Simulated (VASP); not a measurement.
# Si (Fd-3m) in VASP: further runs, part 2 of 2

VASP 6.6.1. The steps go on from the part before.

## 4. Single point, PBE0

POSCAR reads:

```
Si
1.0
    0.0000000000      2.7218511865      2.7218511865
    2.7218511865      0.0000000000      2.7218511865
    2.7218511865      2.7218511865      0.0000000000
Si
2
Direct
    0.5000000000      0.5000000000      0.5000000000
    0.7500000000      0.7500000000      0.7500000000
```

INCAR.step1 reads:

```
ALGO = Normal
EDIFF = 1E-5
ENCUT = 340
GGA = PE
ISIF = 2
ISMEAR = 0
LASPH = True
LCHARG = False
LREAL = False
LWAVE = True
NBANDS = 12
NELM = 100
NKRED = 1
PREC = Accurate
SIGMA = 0.01
```

INCAR.step2 reads:

```
AEXX = 0.25
ALGO = Normal
EDIFF = 1E-6
ENCUT = 340
GGA = PE
ISIF = 2
ISMEAR = 0
ISTART = 1
LASPH = True
LCHARG = False
LHFCALC = True
LREAL = False
LWAVE = False
NBANDS = 12
NELM = 100
NKRED = 1
PREC = Accurate
PRECFOCK = Fast
SIGMA = 0.01
```

KPOINTS reads:

```
k-points
0
Gamma
  5 5 5
```

Potentials or basis: VASP PAW PBE potentials, release 64 (Si).

Run with:

```sh
> cat potpaw_PBE.64/Si/POTCAR > POTCAR
> cp INCAR.step1 INCAR
> mpirun -np 1 vasp_std > vasp.out
> cp INCAR.step2 INCAR
> mpirun -np 1 vasp_std > vasp.out
```

OUTCAR:

```text
AEXX = 0.25
   EDIFF = 1E-6
   ENCUT = 340
   GGA = PE
   ISIF = 2
   ISMEAR = 0
   ISTART = 1
   LASPH = True
   LHFCALC = True
   LREAL = False
   NELM = 100
   NKRED = 1
   PREC = Accurate
   PRECFOCK = Fast

 Found     10 irreducible k-points:

 Following reciprocal coordinates:
            Coordinates               Weight
  0.000000  0.000000  0.000000      1.000000
  0.200000  0.000000  0.000000      8.000000
  0.400000  0.000000  0.000000      8.000000
  0.200000  0.200000  0.000000      6.000000
  0.400000  0.200000  0.000000     24.000000
 -0.400000  0.200000  0.000000     24.000000
   k-points           NKPTS =     10   k-points in BZ     NKDIM =    125   number of bands    NBANDS=     12
   number of dos      NEDOS =    301   number of ions     NIONS =      2
   total plane-waves  NPLWV =  13824
   dimension x,y,z NGX =    24 NGY =   24 NGZ =   24
   dimension x,y,z NGXF=    48 NGYF=   48 NGZF=   48
   ions per type =               2
   NGX,Y,Z   is equivalent  to a cutoff of  10.37, 10.37, 10.37 a.u.
   NGXF,Y,Z  is equivalent  to a cutoff of  20.73, 20.73, 20.73 a.u.
 SYSTEM =  unknown system
   PREC   = accura    normal or accurate (medium, high low for compatibility)
   ISTART =      1    job   : 0-new  1-cont  2-samecut
   ICHARG =      0    charge: 1-file 2-atom 10-const
   ISPIN  =      1    spin polarized calculation?
   LNONCOLLINEAR =      F non collinear calculations
   LSORBIT =      F    spin-orbit coupling
   LASPH  =      T    aspherical Exc in radial PAW
   ENCUT  =  340.0 eV  24.99 Ry    5.00 a.u.   5.79  5.79  5.79*2*pi/ulx,y,z
   NELM   =    100;   NELMIN=  2; NELMDL=  0     # of ELM steps
   EDIFF  = 0.1E-05   stopping-criterion for ELM
   LREAL  =      F    real-space projection
   EDIFFG = 0.1E-04   stopping-criterion for IOM
   NSW    =      0    number of steps for IOM
   IBRION =     -1    ionic relax: 0-MD 1-quasi-New 2-CG
   NFREE  =      0    steps in history (QN), initial steepest desc. (CG)
   ISIF   =      2    stress and relaxation
   ISYM   =      3    0-nonsym 1-usesym 2-fastsym
   POTIM  = 0.5000    time-step for ionic-motion
   TEBEG  =    0.0;   TEEND  =   0.0 temperature during run
   PSTRESS=    0.0 pullay stress
   NELECT =       8.0000    total number of electrons
   NUPDOWN=      -1.0000    fix difference up-down
   EMIN   =  10.00;   EMAX   =-10.00  energy-range for DOS
   EFERMI =   0.00;   METHOD = LEGACY
   ISMEAR =     0;   SIGMA  =   0.01  broadening in eV -4-tet -1-fermi 0-gaus
   EFERMI_NEDOS =   21; number of points for ismear=-14 and -15
   IALGO  =     38    algorithm
   IMIX   =      1    mixing-type and parameters
     AMIX     =   0.40;   BMIX     =  1.00
     AMIX_MAG =   1.60;   BMIX_MAG =  1.00
  volume/ion in A,a.u.               =      20.16       136.08
  Fermi-wavevector in a.u.,A,eV,Ry     =   0.954766  1.804247 12.402783  0.911579
  Thomas-Fermi vector in A             =   2.083543
   LORBIT       =      0    0 simple, 1 ext, 2 COOP (PROOUT), +10 PAW based schemes
   GGA     = PE    functional components
   LHFCALC =     T    Hartree Fock is set to
   PRECFOCK=fast      Normal, Fast or Accurate (Low or Medium for compatibility)
   ENCUT4O =  -1.0   cutoff for four orbital integrals eV
   NKREDX  =     1    reduce k-point grid by
   NKREDY  =     1    reduce k-point grid by
   NKREDZ  =     1    reduce k-point grid by
   AEXX    =    0.2500 exact exchange contribution
   HFSCREEN=    0.0000 screening length (either q_TF or 0.3 A-1)
   HFSCREENC=   0.0000 screening length for correlation (either q_TF or 0.3 A-1)
   ENCUTFOCK=  -1.0 apply spherical cutoff to Coloumb kernel
   IVDW    =     0    specifies the selected vdW correction
   LEPSILON=     F    determine dielectric tensor
   LRPA    =     F    only Hartree local field effects (RPA)
 non-spin polarized calculation
 Gauss-broadening in eV      SIGMA  =   0.01
  energy-cutoff  :      340.00
  volume of cell :       40.33
 maximum number of plane-waves:       589
  NGX = 14; NGY = 14; NGZ = 14

 number of electron       7.9999999 magnetization

 Free energy of the ion-electron system (eV)
  ---------------------------------------------------
  ext. energy  EPLUGINS =         0.00000000
  ---------------------------------------------------
  free energy    TOTEN  =       -13.53754144 eV

  energy without entropy =      -13.53754144  energy(sigma->0) =      -13.53754144

 E-fermi :   5.1646     XC(G=0):  -7.4290

 val. band max:        5.0470639342   @ k =   0.0000   0.0000   0.0000
 cond. band min:       6.9188662397   @ k =   0.4000   0.4000   0.0000
 fundamental gap:      1.8718023054
 Fermi energy:         5.1645592748

 k-point     1 :       0.0000    0.0000    0.0000
  band No.  band energies     occupation
      1      -8.2655      2.00000
      2       5.0471      2.00000
      3       5.0471      2.00000
      4       5.0471      2.00000
      5       9.0859      0.00000
      6       9.0859      0.00000
      7       9.0859      0.00000
      8      10.0132      0.00000
      9      14.5394      0.00000
     10      14.5893      0.00000
     11      14.5893      0.00000
     12      18.1007      0.00000

 k-point     2 :       0.2000    0.0000    0.0000
  band No.  band energies     occupation
      1      -7.6948      2.00000
      2       1.7641      2.00000
      3       4.4314      2.00000
      4       4.4314      2.00000
      5       8.7139      0.00000
      6       9.9436      0.00000
      7       9.9436      0.00000
      8      12.8096      0.00000
      9      13.8375      0.00000
     10      13.8375      0.00000
     11      15.8339      0.00000
     12      17.7421      0.00000

 k-point     3 :       0.4000    0.0000    0.0000
  band No.  band energies     occupation
      1      -6.1877      2.00000
      2      -1.9213      2.00000
      3       3.8083      2.00000
      4       3.8083      2.00000
      5       8.0680      0.00000
      6      10.0006      0.00000
      7      10.0006      0.00000
      8      14.5201      0.00000
      9      15.9238      0.00000
     10      15.9238      0.00000
     11      16.9946      0.00000
     12      20.3589      0.00000

 k-point     4 :       0.2000    0.2000    0.0000
  band No.  band energies     occupation
      1      -7.4980      2.00000
      2       2.1911      2.00000
      3       3.4413      2.00000
      4       3.4413      2.00000
      5       7.8678      0.00000
      6      10.4812      0.00000
      7      11.5908      0.00000
      8      11.5908      0.00000
      9      13.9064      0.00000
     10      15.4094      0.00000
     11      17.1391      0.00000
     12      19.3544      0.00000

 k-point     5 :       0.4000    0.2000    0.0000
  band No.  band energies     occupation
      1      -6.2350      2.00000
      2      -0.8420      2.00000
      3       2.2171      2.00000
      4       2.8616      2.00000
      5       8.1985      0.00000
      6      10.6782      0.00000
      7      11.6251      0.00000
      8      12.1750      0.00000
      9      17.1294      0.00000
     10      17.3838      0.00000
     11      17.6970      0.00000
     12      19.9676      0.00000

 k-point     6 :      -0.4000    0.2000    0.0000
  band No.  band energies     occupation
      1      -5.2542      2.00000
      2      -2.4069      2.00000
      3       1.3054      2.00000
      4       3.1700      2.00000
      5       8.5212      0.00000
      6      11.2255      0.00000
      7      11.5003      0.00000
      8      14.4328      0.00000
      9      15.2860      0.00000
     10      15.3419      0.00000
     11      18.4207      0.00000
     12      21.2664      0.00000

 [... further k-points ...]

------------------------ aborting loop because EDIFF is reached ----------------------------------------

  FORCE on cell =-STRESS in cart. coord.  units (eV):
  Direction    XX          YY          ZZ          XY          YZ          ZX
  --------------------------------------------------------------------------------------
  -------------------------------------------------------------------------------------
  Total       -0.1530997     -0.1530997     -0.1530997      0.0000000     -0.0000000     -0.0000000
  in kB       -6.0822173     -6.0822173     -6.0822173      0.0000000     -0.0000000     -0.0000000
  external PRESSURE =      -6.0822173 kB  Pullay stress =       0.0000000 kB

 VOLUME and BASIS-vectors are now :
 -----------------------------------------------------------------------------
  energy-cutoff  :      340.00
  volume of cell :       40.33
      direct lattice vectors                 reciprocal lattice vectors
     0.000000000  2.721851186  2.721851186    -0.183698507  0.183698507  0.183698507
     2.721851186  0.000000000  2.721851186     0.183698507 -0.183698507  0.183698507
     2.721851186  2.721851186  0.000000000     0.183698507  0.183698507 -0.183698507

 POSITION                                       TOTAL-FORCE (eV/Angst)
 -----------------------------------------------------------------------------------
      2.72185      2.72185      2.72185        -0.000000     -0.000000     -0.000000
      4.08278      4.08278      4.08278         0.000000      0.000000      0.000000
 -----------------------------------------------------------------------------------
    total drift:                                0.000000     -0.000000      0.000000

  FREE ENERGIE OF THE ION-ELECTRON SYSTEM (eV)
  ---------------------------------------------------
  free  energy   TOTEN  =       -13.5375414421 eV

  energy  without entropy=      -13.5375414421  energy(sigma->0) =      -13.53754144
```

Run time: 26 s. Hardware: 1 thread of Intel Xeon Platinum 8488C (Sapphire Rapids), shared host; peak memory 0.13 GiB.

These settings aren't checked as converged: the numbers below hold their error.

Results:

* Free energy: -13.5375 eV
* Pressure: -0.6 GPa
* Band gap on the k mesh: 1.87 eV, indirect (least direct gap 4.04 eV)

Caveat: the PAW data sets were made with another functional, which shifts forces and pressure a little; an odd mesh through Γ misses points on the zone boundary, where band edges often lie.

## 5. Single point, PBE0

POSCAR is that of step 4.

INCAR.step1: that of step 4 with these lines changed.

```diff
@@ -2,3 +2,3 @@
 EDIFF = 1E-5
-ENCUT = 340
+ENCUT = 460
 GGA = PE
```

INCAR.step2: that of step 4 with these lines changed.

```diff
@@ -3,3 +3,3 @@
 EDIFF = 1E-6
-ENCUT = 340
+ENCUT = 460
 GGA = PE
```

KPOINTS is that of step 4.

Potentials or basis: VASP PAW PBE potentials, release 64 (Si).

Run with:

```sh
> cat potpaw_PBE.64/Si/POTCAR > POTCAR
> cp INCAR.step1 INCAR
> mpirun -np 1 vasp_std > vasp.out
> cp INCAR.step2 INCAR
> mpirun -np 1 vasp_std > vasp.out
```

OUTCAR:

```text
AEXX = 0.25
   EDIFF = 1E-6
   ENCUT = 460
   GGA = PE
   ISIF = 2
   ISMEAR = 0
   ISTART = 1
   LASPH = True
   LHFCALC = True
   LREAL = False
   NELM = 100
   NKRED = 1
   PREC = Accurate
   PRECFOCK = Fast

 Found     10 irreducible k-points:

 Following reciprocal coordinates:
            Coordinates               Weight
  0.000000  0.000000  0.000000      1.000000
  0.200000  0.000000  0.000000      8.000000
  0.400000  0.000000  0.000000      8.000000
  0.200000  0.200000  0.000000      6.000000
  0.400000  0.200000  0.000000     24.000000
 -0.400000  0.200000  0.000000     24.000000
   k-points           NKPTS =     10   k-points in BZ     NKDIM =    125   number of bands    NBANDS=     12
   number of dos      NEDOS =    301   number of ions     NIONS =      2
   total plane-waves  NPLWV =  21952
   dimension x,y,z NGX =    28 NGY =   28 NGZ =   28
   dimension x,y,z NGXF=    56 NGYF=   56 NGZF=   56
   ions per type =               2
   NGX,Y,Z   is equivalent  to a cutoff of  12.09, 12.09, 12.09 a.u.
   NGXF,Y,Z  is equivalent  to a cutoff of  24.19, 24.19, 24.19 a.u.
 SYSTEM =  unknown system
   PREC   = accura    normal or accurate (medium, high low for compatibility)
   ISTART =      1    job   : 0-new  1-cont  2-samecut
   ICHARG =      0    charge: 1-file 2-atom 10-const
   ISPIN  =      1    spin polarized calculation?
   LNONCOLLINEAR =      F non collinear calculations
   LSORBIT =      F    spin-orbit coupling
   LASPH  =      T    aspherical Exc in radial PAW
   ENCUT  =  460.0 eV  33.81 Ry    5.81 a.u.   6.73  6.73  6.73*2*pi/ulx,y,z
   NELM   =    100;   NELMIN=  2; NELMDL=  0     # of ELM steps
   EDIFF  = 0.1E-05   stopping-criterion for ELM
   LREAL  =      F    real-space projection
   EDIFFG = 0.1E-04   stopping-criterion for IOM
   NSW    =      0    number of steps for IOM
   IBRION =     -1    ionic relax: 0-MD 1-quasi-New 2-CG
   NFREE  =      0    steps in history (QN), initial steepest desc. (CG)
   ISIF   =      2    stress and relaxation
   ISYM   =      3    0-nonsym 1-usesym 2-fastsym
   POTIM  = 0.5000    time-step for ionic-motion
   TEBEG  =    0.0;   TEEND  =   0.0 temperature during run
   PSTRESS=    0.0 pullay stress
   NELECT =       8.0000    total number of electrons
   NUPDOWN=      -1.0000    fix difference up-down
   EMIN   =  10.00;   EMAX   =-10.00  energy-range for DOS
   EFERMI =   0.00;   METHOD = LEGACY
   ISMEAR =     0;   SIGMA  =   0.01  broadening in eV -4-tet -1-fermi 0-gaus
[... 27 lines left out ...]
 maximum number of plane-waves:       918
  NGX = 16; NGY = 16; NGZ = 16

 number of electron       8.0000000 magnetization

 Free energy of the ion-electron system (eV)
  ---------------------------------------------------
  ext. energy  EPLUGINS =         0.00000000
  ---------------------------------------------------
  free energy    TOTEN  =       -13.53939918 eV

  energy without entropy =      -13.53939918  energy(sigma->0) =      -13.53939918

 E-fermi :   5.1588     XC(G=0):  -7.4288

 val. band max:        5.0460318094   @ k =   0.0000   0.0000   0.0000
 cond. band min:       6.9171938641   @ k =   0.4000   0.4000   0.0000
 fundamental gap:      1.8711620547
 Fermi energy:         5.1588091832

 k-point     1 :       0.0000    0.0000    0.0000
  band No.  band energies     occupation
      1      -8.2655      2.00000
      2       5.0460      2.00000
      3       5.0460      2.00000
      4       5.0460      2.00000
      5       9.0836      0.00000
      6       9.0836      0.00000
      7       9.0836      0.00000
      8      10.0134      0.00000
      9      14.5392      0.00000
     10      14.5760      0.00000
     11      14.5760      0.00000
     12      18.0976      0.00000
[... 61 lines left out ...]
 k-point     6 :      -0.4000    0.2000    0.0000
  band No.  band energies     occupation
      1      -5.2543      2.00000
      2      -2.4068      2.00000
      3       1.3053      2.00000
      4       3.1698      2.00000
      5       8.5194      0.00000
      6      11.2230      0.00000
      7      11.4975      0.00000
      8      14.4293      0.00000
      9      15.2835      0.00000
     10      15.3361      0.00000
     11      18.4174      0.00000
     12      21.2567      0.00000

 [... further k-points ...]

------------------------ aborting loop because EDIFF is reached ----------------------------------------

  FORCE on cell =-STRESS in cart. coord.  units (eV):
  Direction    XX          YY          ZZ          XY          YZ          ZX
  --------------------------------------------------------------------------------------
  -------------------------------------------------------------------------------------
  Total       -0.1454767     -0.1454767     -0.1454767      0.0000000      0.0000000      0.0000000
  in kB       -5.7793744     -5.7793744     -5.7793744      0.0000000      0.0000000      0.0000000
  external PRESSURE =      -5.7793744 kB  Pullay stress =       0.0000000 kB

 VOLUME and BASIS-vectors are now :
 -----------------------------------------------------------------------------
  energy-cutoff  :      460.00
  volume of cell :       40.33
      direct lattice vectors                 reciprocal lattice vectors
     0.000000000  2.721851186  2.721851186    -0.183698507  0.183698507  0.183698507
     2.721851186  0.000000000  2.721851186     0.183698507 -0.183698507  0.183698507
     2.721851186  2.721851186  0.000000000     0.183698507  0.183698507 -0.183698507

 POSITION                                       TOTAL-FORCE (eV/Angst)
 -----------------------------------------------------------------------------------
      2.72185      2.72185      2.72185        -0.000000     -0.000000     -0.000000
      4.08278      4.08278      4.08278         0.000000      0.000000      0.000000
 -----------------------------------------------------------------------------------
    total drift:                               -0.000000      0.000000     -0.000000

  FREE ENERGIE OF THE ION-ELECTRON SYSTEM (eV)
  ---------------------------------------------------
  free  energy   TOTEN  =       -13.5393991798 eV

  energy  without entropy=      -13.5393991798  energy(sigma->0) =      -13.53939918
```

OUTCAR.step1:

```text
EDIFF = 1E-5
   ENCUT = 460
   GGA = PE
   ISIF = 2
   ISMEAR = 0
[... 202 lines left out ...]
 -----------------------------------------------------------------------------------
      2.72185      2.72185      2.72185         0.000000     -0.000000     -0.000000
      4.08278      4.08278      4.08278        -0.000000      0.000000      0.000000
 -----------------------------------------------------------------------------------
    total drift:                                0.000000      0.000000     -0.000000

  FREE ENERGIE OF THE ION-ELECTRON SYSTEM (eV)
  ---------------------------------------------------
  free  energy   TOTEN  =       -10.7837241293 eV

  energy  without entropy=      -10.7837241293  energy(sigma->0) =      -10.78372413
```

Wall time 38 s (1 thread of Intel Xeon Platinum 8488C (Sapphire Rapids), shared host); peak memory 0.15 GiB.

The run converged, but some of its settings lie outside the range that counts as converged, so its numbers aren't taken as properties of the crystal.

Results:

| Quantity | Value |
| --- | --- |
| Free energy | -13.5394 eV |
| Pressure | -0.6 GPa |
| Band gap on the k mesh | 1.87 eV, indirect (least direct gap 4.04 eV) |

Caveat: the PAW data sets were made with another functional, which shifts forces and pressure a little; an odd mesh through Γ misses points on the zone boundary, where band edges often lie.

## 6. Single point, PBE0

POSCAR is that of step 5.

INCAR.step1: that of step 5 with these lines changed.

```diff
@@ -2,3 +2,3 @@
 EDIFF = 1E-5
-ENCUT = 460
+ENCUT = 400
 GGA = PE
```

INCAR.step2: that of step 5 with these lines changed.

```diff
@@ -3,3 +3,3 @@
 EDIFF = 1E-6
-ENCUT = 460
+ENCUT = 400
 GGA = PE
```

KPOINTS reads:

```
k-points
0
Gamma
  6 6 6
```

Potentials or basis: VASP PAW PBE potentials, release 64 (Si).

Run with:

```sh
> cat potpaw_PBE.64/Si/POTCAR > POTCAR
> cp INCAR.step1 INCAR
> mpirun -np 1 vasp_std > vasp.out
> cp INCAR.step2 INCAR
> mpirun -np 1 vasp_std > vasp.out
```

Run time: 1.7 min. Hardware: 1 thread of Intel Xeon Platinum 8488C (Sapphire Rapids), shared host; peak memory 0.15 GiB.

These settings aren't checked as converged: the numbers below hold their error.

What came out:

```
Free energy            : -13.5640 eV
Pressure               : -0.7 GPa
Band gap on the k mesh : 1.98 eV, indirect (least direct gap 4.01 eV)
```

Caveat: the PAW data sets were made with another functional, which shifts forces and pressure a little.

## 7. For comparison

An earlier run on the cell as given: functional PBE; potentials or basis VASP PAW PBE potentials, release 64 (Si); cutoff 520 eV; k mesh 8 × 8 × 8; occupations fermi-dirac, width 0.05 eV; no spin polarisation.

- Pressure: 1.3 GPa
- Band gap on the k mesh: 0.63 eV, indirect (least direct gap 2.56 eV)
